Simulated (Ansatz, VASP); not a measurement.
## Two plane-wave programs on AgCl (Chlorargyrite)

File POSCAR:

```
AgCl
1.0
    0.0000000000      2.7731725651      2.7731725651
    2.7731725651      0.0000000000      2.7731725651
    2.7731725651      2.7731725651      0.0000000000
Ag Cl
1 1
Direct
    0.0000000000      0.0000000000      0.0000000000
    0.5000000000      0.5000000000      0.5000000000
```

The input INCAR.step1:

```
  ALGO = Normal
  EDIFF = 1E-5
  ENCUT = 520
  GGA = PE
  ISIF = 2
  ISMEAR = 0
  LASPH = T
  LCHARG = F
  LREAL = F
  LWAVE = T
  NBANDS = 16
  NELM = 60
  PREC = Accurate
  SIGMA = 0.01
```

File INCAR.step2:

```
  ALGO = Normal
  EDIFF = 1E-6
  ENCUT = 520
  GGA = PE
  HFSCREEN = 0.2079
  ISIF = 2
  ISMEAR = 0
  ISTART = 1
  LASPH = T
  LCHARG = F
  LHFCALC = T
  LREAL = F
  LWAVE = F
  NBANDS = 16
  NELM = 60
  PREC = Accurate
  PRECFOCK = Normal
  SIGMA = 0.01
```

Contents of KPOINTS:

```
k-points
0
Gamma
  4 4 4
```

Input for Ansatz:

```yaml
crystal:
  lattice:
    - [0.0, 2.7731725651, 2.7731725651]
    - [2.7731725651, 0.0, 2.7731725651]
    - [2.7731725651, 2.7731725651, 0.0]
  atoms:
    - { symbol: Ag, position: [0.0, 0.0, 0.0] }
    - { symbol: Cl, position: [0.5, 0.5, 0.5] }
kpoints:
  mp_grid: { grid: [4, 4, 4] }
hamiltonian:
  xc: hse06
scf:
  occupations: { method: fixed }
  n_extra_bands: 4
output:
  forces: true
  stress: true
  eigenvalues: true
  write_density: true
  write_potential: true
  elf: true
  volumetric_format: npy
```

Alike in both runs: task single point; functional HSE06; k mesh 4 × 4 × 4; no spin polarisation.

```csv
,VASP,Ansatz
version,VASP 6.6.1,Ansatz 0.2.0
potentials or method,"VASP PAW PBE potentials, release 64 (Ag, Cl)","plane waves, PAW"
plane-wave cutoff (eV),520,420
occupations,"gaussian, width 0.01 eV",fixed
valence electrons in the cell,18,26
```

Ansatz gave:

```
gap on the k mesh at the Fermi level (eV) : 2.42
pressure (GPa)                            : 1.5
```

**Question.** What did VASP give for the same quantities?

**Answer.** gap on the k mesh at the Fermi level (eV): 2.40; pressure (GPa): 1.3.

The two sets of potentials don't hold the same shells in valence. Ansatz warned: «stress_exchange_threshold_loose».

Caveats: the k mesh is coarse (spacing up to 0.49 Å⁻¹), so the values aren't converged, least of all with exact exchange; the PAW data sets were made with another functional, which shifts forces and pressure a little (VASP). A k mesh can miss the band edges.
